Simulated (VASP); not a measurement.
W7S16 (a cell with a defect), 23 atoms in the cell. The cell holds a defect, 23 atoms: a = 6.306 Å, b = 6.306 Å, c = 12.323 Å, α = 90.00°, β = 90.00°, γ = 120.00°. 

```yaml
Program: VASP 6.6.1
Task: single point
Functional: PBEsol
Potentials_or_basis: VASP PAW PBE potentials, release 64 (W_sv, S)
Cutoff: 350 eV
k_mesh: 3 × 3 × 2
Occupations: gaussian, width 0.03 eV
Spin: collinear spin, zero start
Starting_moments: "[0.0, 0.0, 0.0, 0.0, 0.0, 0.0, 0.0, 0.0, 0.0, 0.0, 0.0, 0.0, 0.0, 0.0, 0.0, 0.0, 0.0, 0.0, 0.0, 0.0, 0.0, 0.0, 0.0] μB"
Dq: 0
Further_INCAR_settings: LREAL = Auto; ALGO = Normal; EDIFF = 1e-05; NBANDS = 118; ISYM = 0
```

Potentials or basis: VASP PAW PBE potentials, release 64 (W_sv, S).

Run with:

```bash
$ cat potpaw_PBE.64/W_sv/POTCAR potpaw_PBE.64/S/POTCAR > POTCAR
$ mpirun -np 4 vasp_std > vasp.out
```

Hardware: 4 MPI ranks on Intel(R) Xeon(R) 6975P-C (Granite Rapids), on a shared host.

Problem. How long does it take, and how much memory?

Solution. Run time: 3.6 min on 4 MPI ranks on Intel(R) Xeon(R) 6975P-C (Granite Rapids), with other jobs on the host, peak memory 0.64 GiB a rank. Counts: scf iterations 15, k points 10.
